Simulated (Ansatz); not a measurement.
**HfN: opening a crack plane**

HfN, Fm-3m, a = 4.548 Å. Ansatz: PBE, PAW, 420 eV, Γ-centred 21×21×8 mesh on 6 atoms, Gaussian smearing 0.15 eV; no spin polarisation. One cut on (111) per cell of 6 atoms is opened rigidly by x, between planes of Hf and N that stand 1.31 Å apart; y is the energy per area (8.956 Å², 1 eV/Å² = 16.02 J/m²).

| x (Å) | y (J/m²) |
| --- | --- |
| 0.00 | 0.000 |
| 0.50 | 1.570 |
| 1.00 | 4.138 |
| 2.00 | ? |
| 3.00 | 7.935 |
| 6.00 | 8.241 |

Question: Fit the universal binding curve y = W[1 − (1 + x/l) e^(−x/l)] to the other rows, give the peak stress, and predict the missing value.

Answer: Least squares gives W = 8.26 J/m² and l = 0.602 Å. The stress dy/dx peaks at x = l with W/(e l) = 50.5 GPa, for rigid faces. At x = 2.00: x/l = 3.322, y = 6.972 J/m². The run gave 7.140 J/m², so the fit is 0.168 J/m² too low, 2 % of the span of the series, against an rms of 0.058 J/m² on the fitted rows. One length l has to serve both the bottom of the well and the tail, and here they ask for different ones.

The cell has an odd number of electrons and ran without spin polarisation, so a magnetic or disproportionated state may lie lower. Spin–orbit coupling is left out, which can shift energies with elements as heavy as these.

Cost: 6 runs of about 19 core-minutes in all, on Intel Xeon Platinum 8488C (Sapphire Rapids) (shared hosts).